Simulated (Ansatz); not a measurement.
NbAs: levels along high-symmetry lines

```
Nb As
1.0
     0.00000    2.63760    2.63760
     2.63760    0.00000    2.63760
     2.63760    2.63760    0.00000
Nb As
1 1
Direct
  0.00000 0.00000 0.00000
  0.50000 0.50000 0.50000
```

Atoms are numbered in the order listed.

The structure comes from a relaxation in the same program, started in the rocksalt type, and has space group Fm-3m. Whether it is a known phase or the ground state wasn't checked.

These are results of Ansatz 0.2.0, DFT, PBE, all-electron LAPW, scalar-relativistic, not measurements.

Numerical set-up: a Γ-centred 11×11×11 k mesh, Fermi–Dirac smearing of 0.05 eV, basis error target 0.25 meV/atom, no spin polarisation.

Points in fractions of the reciprocal vectors of this cell: Γ (0, 0, 0), X (0.5, 0, 0.5), U (0.625, 0.25, 0.625), K (0.375, 0.375, 0.75), L (0.5, 0.5, 0.5), W (0.5, 0.25, 0.75). The path joins them by straight lines in the order Γ–X–U–K–Γ–L–W–X; legs that retrace an earlier one aren't tabulated. Energies are in eV from the Fermi level.

(1) Metal or insulator at this level of theory?

(2) Tabulate bands 24 to 30, counted from the lowest band of the run, along the path.

Results:

(1) No gap opens: metallic or semimetallic.

(2) 
```csv
k (1/Å),point,band 24,band 25,band 26,band 27,band 28,band 29,band 30
0.00,Γ,-1.54,-1.54,-1.54,-0.95,-0.95,-0.22,-0.22
0.17,,-2.16,-1.76,-1.76,-1.65,-0.91,0.12,0.12
0.34,,-3.56,-2.09,-2.09,-1.95,-0.79,0.78,0.78
0.51,,-4.65,-2.34,-2.30,-2.30,-0.62,1.37,1.37
0.68,,-5.26,-2.71,-2.35,-2.35,-0.41,1.64,1.64
0.85,,-5.36,-3.02,-2.28,-2.28,-0.21,1.56,1.56
1.02,,-5.13,-3.21,-2.15,-2.15,-0.07,1.33,1.33
1.19,X,-4.97,-3.28,-2.09,-2.09,-0.01,1.21,1.21
1.25,,-4.97,-3.34,-2.16,-2.06,0.08,1.20,1.21
1.31,,-4.96,-3.50,-2.34,-1.98,0.33,1.17,1.24
1.37,,-4.95,-3.75,-2.57,-1.86,0.68,1.13,1.27
1.43,,-4.93,-4.04,-2.82,-1.70,1.07,1.10,1.32
1.49,,-4.91,-4.36,-3.06,-1.50,0.99,1.37,1.56
1.55,,-4.88,-4.69,-3.30,-1.27,0.90,1.43,2.05
1.61,U,-5.01,-4.84,-3.51,-1.01,0.79,1.50,2.10
1.72,,-5.17,-4.78,-3.68,-0.76,0.72,1.46,2.08
1.82,,-5.29,-4.69,-3.91,-0.38,0.61,1.33,2.14
1.92,,-5.36,-4.61,-4.07,0.03,0.40,1.21,2.22
2.03,,-5.36,-4.61,-4.07,0.03,0.40,1.21,2.22
2.13,,-5.29,-4.69,-3.91,-0.38,0.61,1.33,2.14
2.24,,-5.17,-4.78,-3.68,-0.76,0.72,1.46,2.08
2.34,K,-5.01,-4.84,-3.51,-1.01,0.79,1.50,2.10
2.52,,-5.75,-4.66,-3.98,-0.10,0.40,1.69,1.76
2.70,,-5.95,-4.37,-4.17,-0.06,0.64,1.47,1.76
2.88,,-5.50,-4.06,-3.93,-0.53,0.42,1.44,1.60
3.06,,-4.56,-3.64,-3.35,-0.94,-0.16,1.10,1.23
3.24,,-3.33,-2.92,-2.66,-1.26,-0.74,0.66,0.70
3.42,,-2.08,-1.95,-1.92,-1.47,-1.10,0.13,0.20
3.60,Γ,-1.54,-1.54,-1.54,-0.95,-0.95,-0.22,-0.22
3.75,,-1.94,-1.75,-1.75,-1.31,-1.31,-0.19,0.52
3.90,,-2.87,-2.48,-2.48,-1.16,-1.16,-0.11,1.63
4.05,,-3.96,-3.16,-3.16,-0.83,-0.83,0.02,2.82
4.19,,-5.04,-3.70,-3.70,-0.41,-0.41,0.26,4.00
4.34,,-5.99,-4.09,-4.09,0.04,0.04,0.64,4.62
4.49,,-6.68,-4.33,-4.33,0.40,0.40,1.11,3.63
4.64,L,-6.94,-4.41,-4.41,0.55,0.55,1.41,3.14
4.76,,-6.88,-4.42,-4.38,0.48,0.54,1.36,3.31
4.88,,-6.68,-4.45,-4.29,0.33,0.50,1.24,3.62
5.00,,-6.36,-4.49,-4.18,0.22,0.39,1.16,3.59
5.12,,-5.95,-4.54,-4.08,0.20,0.23,1.15,3.15
5.24,,-5.49,-4.58,-4.08,0.15,0.26,1.19,2.43
5.36,,-5.01,-4.62,-4.24,0.26,0.36,1.22,1.71
5.48,W,-4.63,-4.63,-4.50,0.42,0.42,1.21,1.37
5.56,,-4.74,-4.49,-4.42,0.06,0.71,1.21,1.33
5.65,,-4.83,-4.31,-4.17,-0.35,0.92,1.21,1.22
5.73,,-4.89,-4.11,-3.79,-0.78,1.05,1.06,1.21
5.82,,-4.93,-3.87,-3.31,-1.22,0.81,1.15,1.21
5.90,,-4.95,-3.62,-2.78,-1.62,0.49,1.19,1.21
5.99,,-4.97,-3.39,-2.30,-1.95,0.16,1.20,1.21
6.07,X,-4.97,-3.28,-2.09,-2.09,-0.01,1.21,1.21
```
